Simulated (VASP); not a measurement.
Runs of VASP 6.6.1 on BaTiO3. The structure is tetragonal, space group P4mm (No. 99). Conventional cell: a = 3.987 Å, b = 3.987 Å, c = 4.115 Å, α = 90.00°, β = 90.00°, γ = 90.00°. Ba (site symmetry 4mm) is surrounded by 12 O at 2.81 to 2.92 Å. Around Ti (site symmetry 4mm) lie 5 O at 1.84 to 2.00 Å. Around O (site symmetry 4mm) lie 1 Ti at 1.84 Å. O (site symmetry 2mm) is surrounded by 2 Ti at 2.00 Å. 

```csv
task,cell,gap on the mesh (eV),pressure (GPa),largest force (eV/Å)
relaxation of shape and atoms at fixed volume,atoms relaxed at fixed volume from: a relaxed cell with its volume scaled by 1.04,2.16,-3.8,-
relaxation of shape and atoms at fixed volume,atoms relaxed at fixed volume from: a relaxed cell with its volume scaled by 0.96,2.22,5.6,0.01
relaxation of cell and atoms,relaxed,(b),0.0,-
relaxation of shape and atoms at fixed volume,atoms relaxed at fixed volume from: a relaxed cell with its volume scaled by 0.94,(a),9.4,0.01
relaxation of shape and atoms at fixed volume,atoms relaxed at fixed volume from: a relaxed cell with its volume scaled by 0.98,2.20,2.6,-
```

Alike in all rows: level r2SCAN; potentials or basis VASP PAW PBE potentials, release 64 (Ba_sv, Ti_sv, O); no spin polarisation; k mesh 8 × 8 × 8; cutoff (eV) 600; smearing gaussian 0.03 eV.

Problem. Fill in the values left out.

Solution. (a) 2.25; (b) 2.18.

Caveats: the PAW data sets were made with another functional, which shifts forces and pressure a little; spin-orbit coupling is left out, which moves the levels of the heavy elements; the relaxation stopped at its first step, so nothing moved (some runs).

A k mesh can miss the band edges, and the runs leave out spin-orbit coupling on Ba.
